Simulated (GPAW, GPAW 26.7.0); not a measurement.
# Te 3d – Cd 3d core-level separation in CdTe: numerically steady, but 0.9 eV below experiment

## Experiment

X-ray photoelectron spectroscopy (XPS) gives the binding energies of the Te 3d and Cd 3d electrons of CdTe. The values come from a printed reference work on XPS reference binding energies of cadmium compounds. We compare the difference of the two lines in one sample, because the charge reference cancels in it. The source prints the 3d5/2 lines, at 572.6 eV for Te and 405.2 eV for Cd. For comparison with a calculation that has no spin-orbit splitting of the core level, each line is moved to the weighted centre of its doublet, which raises the difference by 1.48 eV to 168.88 ± 0.2 eV. The form of the sample is not given with the value. In our own judgement the Te line is that of the telluride and not of a surface oxide, and the separation is typical of CdTe.

| compared with | measured | source's wording or label | method |
| --- | --- | --- | --- |
| Te 3d - Cd 3d (eV) | 168.88 ± 0.2 | formed from the printed 572.6 eV (Te 3d5/2; less 405.2 eV for Cd 3d5/2) | XPS |

Conditions are those given with the value in the passage it was taken from; "not stated" means there, and the paper may say more elsewhere. The values are a selection: others may have been left out beforehand as unlike or outlying.

## Plan

We want the lightest settings that hold the Te 3d – Cd 3d separation steady, and the price of each saving. The level of theory is PBE in GPAW, with each binding energy taken as a total-energy difference between a cell with a core hole and the same cell without it. The removed electron is kept in the cell, in the valence. The model is zinc-blende CdTe at the measured cell, with eight atoms as the reference size.

Two limits apply. A setting counts as sufficient if it shifts the separation by no more than 0.1 eV from the better-converged run. Agreement with experiment means a deviation of at most 0.3 eV, a scale on which chemical shifts between compounds are commonly discussed; the numerical limit is a third of it, so that numerical noise does not decide the comparison. We expect the theory to have the harder task: semilocal errors for deep levels of heavy atoms can exceed an electronvolt, and they differ between elements.

Starting from the eight-atom run, we vary the k-point mesh, the smearing, the cutoff and the distance between periodic holes one at a time. Runs at another level of theory then give the scale against which the numerical errors are weighed.

System: CdTe; space group F-43m, 2 atoms in the base cell, measured (COD) cell.

On the selection of runs and values: Besides any runs that a report passes over, these were set aside when the results were gathered: 1 cell relaxed under the stress of an incomplete basis.

## 1. The eight-atom PBE reference

All later changes are measured from this run, with a 4×4×4 mesh, a 420 eV cutoff and holes 6.5 Å apart. We expect a separation near the measured one on the scale of the levels themselves, but probably off by more than the 0.3 eV target.

**Run 1.** GPAW 26.7.0: PBE; 8-atom cell, holes 6.5 A apart; electron kept in the cell (mesh 4x4x4, cutoff 420 eV, 8 atoms).

Key lines of the input:
```
atoms = Atoms(['Cd', 'Cd', 'Cd', 'Cd', 'Te', 'Te', 'Te', 'Te'],
              cell=[[0.0, 0.0, 6.48], [6.48, 0.0, 0.0], [0.0, 6.48, 0.0]],
              scaled_positions=[[0.0, 0.0, 0.0], [0.0, 0.5, 0.5], [0.5, 0.5, 0.0], [0.5, 0.0, 0.5], [0.25, 0.25, 0.25], ...],
              pbc=(True, True, True))
params = dict(mode=PW(420),
              xc='PBE',
              kpts={'size': (4, 4, 4), 'gamma': True},
              occupations=FermiDirac(0.02),
              nbands=-8,
              maxiter=200,
              txt='gs.txt')
hole.calc = GPAW(**{**params, 'charge': -1, 'txt': f'hole{i}.txt', 'setups': {**params.get('setups', {}), i: 'hole' + params.get('setups', {}).get(atoms[i].symbol, '')}})
out['levels'][i] = hole.get_potential_energy(force_consistent=True) + hole.calc.get_reference_energy() - e0
```

Command:
```
gpaw-setup -f PBE Cd > setup.log
gpaw-setup -f PBE Te > setup.log
gpaw-setup -f PBE --core-hole=3d,1.0 --name=hole Cd > setup.log
gpaw-setup -f PBE --core-hole=3d,1.0 --name=hole Te > setup.log
OMP_NUM_THREADS=1 mpirun -n 4 gpaw python run.py > run.log
```

Selected lines of the output:
```
Free energy:     -19.903079
Extrapolated:    -19.903079
Fermi level: 4.131
Gap: 0.770 eV
[energy with the hole less without, eV] Cd 1 3d: 406.256, Te 5 3d: 574.229
```

Converged; 32 s on 4 cores of INTEL XEON PLATINUM 8581C at 2.10GHz (Emerald Rapids), shared host.

| quantity | run 1 | measured | deviation |
| --- | --- | --- | --- |
| Te 3d - Cd 3d (eV) | 167.97 | 168.88 ± 0.2 | −0.91 |
| volume an atom (Å³) | 34.01 |  |  |

The separation comes out at 167.97 eV, 0.91 eV below the measured value and about three times the permitted deviation. The ground state has a gap of 0.770 eV, and its free and extrapolated energies coincide, so smearing plays no part there. The cell with the hole is different: its extra electron has to go into the lowest conduction states, where both the mesh and the smearing can matter.

## 2. Mesh and smearing

We run a coarser and a denser k-point mesh, and separately a Fermi-Dirac width of 0.1 eV on the original mesh. The extra electron fills a different part of the conduction band on each mesh, which should move both binding energies. Much of that shift ought to cancel in the difference, unless the electron binds more strongly at one of the two atoms. We expect changes well below the 0.91 eV miss.

**Run 2.** GPAW 26.7.0: PBE, another k-point mesh; 8-atom cell, holes 6.5 A apart; electron kept in the cell (mesh 2x2x2, cutoff 420 eV, 8 atoms).

Key lines of the input, as changed from run 1:
```diff
  params = dict(mode=PW(420),
-               kpts={'size': (4, 4, 4), 'gamma': True},
+               kpts={'size': (2, 2, 2), 'gamma': True},
```

Selected lines of the output:
```
[energy with the hole less without, eV] Cd 1 3d: 405.853, Te 5 3d: 573.770
```

Converged; 20 s on 4 cores of Arm Neoverse V1, shared host.

**Run 3.** GPAW 26.7.0: PBE, another k-point mesh; 8-atom cell, holes 6.5 A apart; electron kept in the cell (mesh 6x6x6, cutoff 420 eV, 8 atoms).

Key lines of the input, as changed from run 1:
```diff
  params = dict(mode=PW(420),
-               kpts={'size': (4, 4, 4), 'gamma': True},
+               kpts={'size': (6, 6, 6), 'gamma': True},
```

Selected lines of the output:
```
Fermi level: 4.118
Gap: 0.770 eV
[energy with the hole less without, eV] Cd 1 3d: 406.262, Te 5 3d: 574.253
```

Converged; 66 s on 4 cores of Intel Xeon Platinum 8259CL at 2.50GHz (Skylake/Cascade Lake), shared host.

**Run 4.** GPAW 26.7.0: PBE, Fermi-Dirac width 0.1 eV; 8-atom cell, holes 6.5 A apart; electron kept in the cell (mesh 4x4x4, cutoff 420 eV, 8 atoms).

Key lines of the input, as changed from run 1:
```diff
  params = dict(mode=PW(420),
-               occupations=FermiDirac(0.02),
+               occupations=FermiDirac(0.1),
```

Command:
```
gpaw-setup -f PBE Cd > setup.log
gpaw-setup -f PBE Te > setup.log
gpaw-setup -f PBE --core-hole=3d,1.0 --name=hole Te > setup.log
gpaw-setup -f PBE --core-hole=3d,1.0 --name=hole Cd > setup.log
OMP_NUM_THREADS=1 mpirun -n 4 gpaw python run.py > run.log
```

Selected lines of the output:
```
Fermi level: 4.209
Gap: 0.770 eV
[energy with the hole less without, eV] Cd 1 3d: 406.213, Te 5 3d: 574.190
```

Converged; 36 s on 4 cores of Arm Neoverse V2, shared host.

| quantity | run 2 | run 3 | run 4 | measured |
| --- | --- | --- | --- | --- |
| Te 3d - Cd 3d (eV) | 167.92 | 167.99 | 167.98 | 168.88 ± 0.2 |
| volume an atom (Å³) | 34.01 | 34.01 | 34.01 |  |

The separation hardly responds to either setting. The 2×2×2 mesh gives 167.92 eV and the 6×6×6 mesh 167.99 eV, against 167.97 eV on the original mesh, so even the coarsest stays within our 0.1 eV limit. The single levels are less forgiving: from the 4×4×4 to the 2×2×2 mesh both fall by more than 0.4 eV, and only because they fall nearly together does the difference survive. A coarse mesh is therefore acceptable for the separation but not for the levels themselves.

The wider smearing lowers both levels by about 0.04 eV and leaves their difference within 0.01 eV. It brings no saving that we can identify, since the runs were made on different processors.

## 3. Plane-wave cutoff

We now take the cutoff to 70 % and to 140 % of its usual value on the 4×4×4 mesh. The hole changes the potential close to the nucleus and contracts the valence orbitals there, so the basis error need not cancel between the cell with the hole and the cell without. We expect the higher cutoff to change little and the lower one to show whether there is room to save.

**Run 5.** GPAW 26.7.0: PBE, cutoff at 70 % of the usual; 8-atom cell, holes 6.5 A apart; electron kept in the cell (mesh 4x4x4, cutoff 294 eV, 8 atoms).

Key lines of the input, as changed from run 1:
```diff
- params = dict(mode=PW(420),
+ params = dict(mode=PW(294),
```

Selected lines of the output:
```
Free energy:     -18.232897
[energy with the hole less without, eV] Cd 1 3d: 406.276, Te 5 3d: 574.250
```

Converged; 56 s on 4 cores of Intel Xeon Platinum 8259CL at 2.50GHz (Skylake/Cascade Lake), shared host.

**Run 6.** GPAW 26.7.0: PBE, cutoff at 140 % of the usual; 8-atom cell, holes 6.5 A apart; electron kept in the cell (mesh 4x4x4, cutoff 588 eV, 8 atoms).

Key lines of the input, as changed from run 1:
```diff
- params = dict(mode=PW(420),
+ params = dict(mode=PW(588),
```

Selected lines of the output:
```
Free energy:     -20.201396
[energy with the hole less without, eV] Cd 1 3d: 406.255, Te 5 3d: 574.214
```

Converged; 56 s on 4 cores of Intel Xeon Platinum 8488C (Sapphire Rapids), shared host.

| quantity | run 5 | run 6 | measured |
| --- | --- | --- | --- |
| Te 3d - Cd 3d (eV) | 167.97 | 167.96 | 168.88 ± 0.2 |
| volume an atom (Å³) | 34.01 | 34.01 |  |

The separation is 167.97 eV at 294 eV and 167.96 eV at 588 eV, so the whole range of cutoffs moves it by less than 0.02 eV. The total energy of the cell without a hole is far from converged at the low cutoff: it lies about 1.7 eV above the value at 420 eV. This error is almost the same with and without the hole and drops out of each binding energy. At this fixed cell, 294 eV is enough for the separation, though that says nothing about forces or a relaxation. What the saving is worth in time stays open, because the three cutoffs ran on different processors.

## 4. Distance between the holes

The remaining numerical setting is the size of the cell. We compare the two-atom cell, with holes 4.6 Å apart, and a twelve-atom cell, with holes 7.9 Å apart, with the eight-atom reference. A small cell crowds the holes and packs the added electrons more densely into the conduction band, so the single levels should shift clearly. The separation should shift less, but we expect more from this change than from mesh or cutoff.

**Run 7.** GPAW 26.7.0: PBE; 2-atom cell, holes 4.6 A apart; electron kept in the cell (mesh 6x6x6, cutoff 420 eV, 2 atoms).

Key lines of the input, as changed from run 3:
```diff
- atoms = Atoms(['Cd', 'Cd', 'Cd', 'Cd', 'Te', 'Te', 'Te', 'Te'],
-               cell=[[0.0, 0.0, 6.48], [6.48, 0.0, 0.0], [0.0, 6.48, 0.0]],
-               scaled_positions=[[0.0, 0.0, 0.0], [0.0, 0.5, 0.5], [0.5, 0.5, 0.0], [0.5, 0.0, 0.5], [0.25, 0.25, 0.25], ...],
+ atoms = Atoms(['Cd', 'Te'],
+               cell=[[0.0, 3.24, 3.24], [3.24, 0.0, 3.24], [3.24, 3.24, 0.0]],
+               scaled_positions=[[0.0, 0.0, 0.0], [0.25, 0.25, 0.25]],
```

Selected lines of the output:
```
[energy with the hole less without, eV] Cd 1 3d: 406.256, Te 2 3d: 574.225
```

Converged; 9.7 s on 4 cores of Arm Neoverse V1, shared host.

**Run 8.** GPAW 26.7.0: PBE; 12-atom cell, holes 7.9 A apart; electron kept in the cell (mesh 4x4x4, cutoff 420 eV, 12 atoms).

Key lines of the input:
```
atoms = Atoms(['Cd', 'Cd', 'Cd', 'Cd', 'Cd', 'Cd', 'Te', 'Te', 'Te', 'Te', 'Te', 'Te'],
              cell=[[3.24, 3.24, 6.48], [6.48, -3.24, 3.24], [3.24, 6.48, -3.24]],
              scaled_positions=[[0.0, 0.0, 0.0], [0.166667, 0.166667, 0.5], [0.333333, 0.333333, 0.0], [0.5, 0.5, 0.5], ...],
              pbc=(True, True, True))
params = dict(mode=PW(420),
              xc='PBE',
              kpts={'size': (4, 4, 4), 'gamma': True},
              occupations=FermiDirac(0.02),
              nbands=-10,
              maxiter=200,
              txt='gs.txt')
hole.calc = GPAW(**{**params, 'charge': -1, 'txt': f'hole{i}.txt', 'setups': {**params.get('setups', {}), i: 'hole' + params.get('setups', {}).get(atoms[i].symbol, '')}})
out['levels'][i] = hole.get_potential_energy(force_consistent=True) + hole.calc.get_reference_energy() - e0
```

Selected lines of the output:
```
Fermi level: 4.133
Gap: 0.770 eV
[energy with the hole less without, eV] Cd 1 3d: 406.253, Te 7 3d: 574.216
```

Converged; 3.1 min on 4 cores of Intel Xeon Platinum 8559C (Emerald Rapids), shared host.

| quantity | run 7 | run 8 | measured |
| --- | --- | --- | --- |
| Te 3d - Cd 3d (eV) | 167.97 | 167.96 | 168.88 ± 0.2 |
| volume an atom (Å³) | 34.01 | 34.01 |  |

The distance between the holes matters far less than we expected, and not only for the separation, which stays at 167.96 to 167.97 eV. The single levels hold as well: from the two-atom to the twelve-atom cell the Cd level changes by 0.003 eV and the Te level by 0.009 eV. We had predicted a clear shift of both. Over these three sizes neither the crowding of the holes nor the denser packing of the added electrons leaves a visible net effect. That does not settle the limit of an isolated hole, since the spacing only grows from 4.6 to 7.9 Å and the electron stays in the cell throughout.

The two-atom cell is thus sufficient for our purpose, and none of the numerical settings varied comes near to explaining the 0.91 eV miss.

## 5. Spin and functional for scale

Two changes of theory remain to be set against the numerical errors. The first is PBE with two spins in the eight-atom cell, which lets the core hole sit in one spin channel instead of being spin-paired. The missing exchange energy of the unpaired core electron raises the levels, and more so for the heavier atom, so we expect both levels to fall and the separation to shrink slightly, away from experiment. The second is LDA in the two-atom cell, to be compared with PBE in the same cell; for this we have no firm expectation of the sign.

**Run 9.** GPAW 26.7.0: PBE with two spins; 8-atom cell, holes 6.5 A apart; electron kept in the cell (mesh 4x4x4, cutoff 420 eV, 8 atoms).

Key lines of the input, as changed from run 1:
```diff
  atoms = Atoms(['Cd', 'Cd', 'Cd', 'Cd', 'Te', 'Te', 'Te', 'Te'],
-               pbc=(True, True, True))
+               pbc=(True, True, True),
+               magmoms=[0.1, 0.1, 0.1, 0.1, 0.1, 0.1, 0.1, 0.1])
  params = dict(mode=PW(420),
-               txt='gs.txt')
+               txt='gs.txt',
+               mixer=MixerDif(0.05, 8, 80))
```

Selected lines of the output:
```
Free energy:     -19.903079
Fermi level: 4.137
Gap: 0.770 eV
[energy with the hole less without, eV] Cd 1 3d: 405.548, Te 5 3d: 573.435
```

Converged; 1.7 min on 4 cores of Intel Xeon Platinum 8375C at 2.90GHz (Ice Lake), shared host.

**Run 10.** GPAW 26.7.0: LDA; 2-atom cell, holes 4.6 A apart; electron kept in the cell (mesh 6x6x6, cutoff 420 eV, 2 atoms).

Key lines of the input, as changed from run 7:
```diff
  params = dict(mode=PW(420),
-               xc='PBE',
+               xc='LDA',
```

Selected lines of the output:
```
[energy with the hole less without, eV] Cd 1 3d: 406.308, Te 2 3d: 574.221
```

Converged; 8.7 s on 4 cores of Arm Neoverse V1, shared host.

| quantity | run 9 | run 10 | measured |
| --- | --- | --- | --- |
| Te 3d - Cd 3d (eV) | 167.89 | 167.91 | 168.88 ± 0.2 |
| volume an atom (Å³) | 34.01 | 34.01 |  |

With two spins both levels fall, Cd by 0.71 eV and Te by 0.79 eV, and the separation shrinks to 167.89 eV. The signs are those we predicted. The ground-state energy is the same as without spin, so the change arises in the cells with a hole. There the added valence electron can polarise too, and the shift need not come from the core electron's exchange alone.

LDA gives 167.91 eV, 0.06 eV below PBE in the same two-atom cell. Both changes of theory thus move the result slightly away from experiment, leaving it 0.99 eV too low for PBE with two spins and 0.97 eV too low for LDA. They exceed the effects of cutoff and hole spacing, but are still small beside the miss. The close agreement of LDA and PBE does not show that either is accurate, because semilocal functionals can share an error that differs between the Cd and Te cores.

## Summary of runs

| run | settings | Te 3d - Cd 3d (eV) | deviation | cost |
| --- | --- | --- | --- | --- |
| 1 | PBE, 8-atom cell, holes 6.5 A apart, electron kept in the cell (mesh 4x4x4, cutoff 420 eV, 8 atoms) | 167.97 | −0.91 | 2.2 core-min |
| 2 | PBE, another k-point mesh, 8-atom cell, holes 6.5 A apart, electron kept in the cell (mesh 2x2x2, cutoff 420 eV, 8 atoms) | 167.92 | −0.96 | 78 core-s |
| 3 | PBE, another k-point mesh, 8-atom cell, holes 6.5 A apart, electron kept in the cell (mesh 6x6x6, cutoff 420 eV, 8 atoms) | 167.99 | −0.89 | 4.4 core-min |
| 4 | PBE, Fermi-Dirac width 0.1 eV, 8-atom cell, holes 6.5 A apart, electron kept in the cell (mesh 4x4x4, cutoff 420 eV, 8 atoms) | 167.98 | −0.90 | 2.4 core-min |
| 5 | PBE, cutoff at 70 % of the usual, 8-atom cell, holes 6.5 A apart, electron kept in the cell (mesh 4x4x4, cutoff 294 eV, 8 atoms) | 167.97 | −0.91 | 3.7 core-min |
| 6 | PBE, cutoff at 140 % of the usual, 8-atom cell, holes 6.5 A apart, electron kept in the cell (mesh 4x4x4, cutoff 588 eV, 8 atoms) | 167.96 | −0.92 | 3.7 core-min |
| 7 | PBE, 2-atom cell, holes 4.6 A apart, electron kept in the cell (mesh 6x6x6, cutoff 420 eV, 2 atoms) | 167.97 | −0.91 | under 1 core-min |
| 8 | PBE, 12-atom cell, holes 7.9 A apart, electron kept in the cell (mesh 4x4x4, cutoff 420 eV, 12 atoms) | 167.96 | −0.92 | 12 core-min |
| 9 | PBE with two spins, 8-atom cell, holes 6.5 A apart, electron kept in the cell (mesh 4x4x4, cutoff 420 eV, 8 atoms) | 167.89 | −0.99 | 6.8 core-min |
| 10 | LDA, 2-atom cell, holes 4.6 A apart, electron kept in the cell (mesh 6x6x6, cutoff 420 eV, 2 atoms) | 167.91 | −0.97 | under 1 core-min |
|  | measured | 168.88 ± 0.2 |  |  |

Further runs on the same system, made beside this series (convergence steps with loose settings among them):

| further | settings | Te 3d - Cd 3d (eV) | deviation | cost |
| --- | --- | --- | --- | --- |
| F1 | RPBE, 8-atom cell, holes 6.5 A apart, electron kept in the cell (mesh 4x4x4, cutoff 420 eV, 8 atoms) | 167.97 | −0.91 | 2.4 core-min |
| F2 | PBEsol, 8-atom cell, holes 6.5 A apart, electron kept in the cell (mesh 4x4x4, cutoff 420 eV, 8 atoms) | 167.95 | −0.93 | 2.3 core-min |
|  | measured | 168.88 ± 0.2 |  |  |

## Verdict

PBE misses the target: the eight-atom reference run gives a Te 3d – Cd 3d separation of 167.97 eV, 0.91 eV below the measured value, where we allowed 0.3 eV. The quoted uncertainty of 0.2 eV does not cover the gap.

The numerical question has a clearer answer. The largest effect of mesh, smearing, cutoff or cell size on the separation is about 0.07 eV, between the coarsest and the densest mesh, and lies within our limit of 0.1 eV. The two-atom cell with a 6×6×6 mesh reproduces the reference in under one core-minute, against 12 core-minutes for the twelve-atom cell. The lower cutoff also suffices in the eight-atom cell, but its combination with the smallest cell is not shown in this report. The wider smearing and the highest cutoff brought no practical gain.

Changing the functional helps no more. LDA, PBEsol and RPBE stay within 0.06 eV of PBE, and allowing two spins lowers the separation by about 0.09 eV, which widens the miss. This agreement may reflect a shared error. Semilocal functionals err by an electronvolt or more for deep levels, and differently for each element, so an error of the size seen here is plausible. The scalar-relativistic core may contribute, as may the added electron if it binds more strongly at the Te hole than at the Cd hole, which would lower the separation. How much each of these causes contributes is not shown in this report.

We have no specific ground to doubt the measured value. A fully relativistic treatment of the core hole would be the natural next test.

[Logs are printed without paths, hosts, clocks, repeated set-up lines and the standing remarks that a program may print on its own settings, such as how far it seeks lower states.]

[The runs shown are a pick from a larger set of finished runs; failed, doubtful and other runs were left out of it ahead of writing. So were measured values far from every level or from commonly accepted values, and agreement can look better than it is. Lines of input and output are excerpts and may be shortened.]
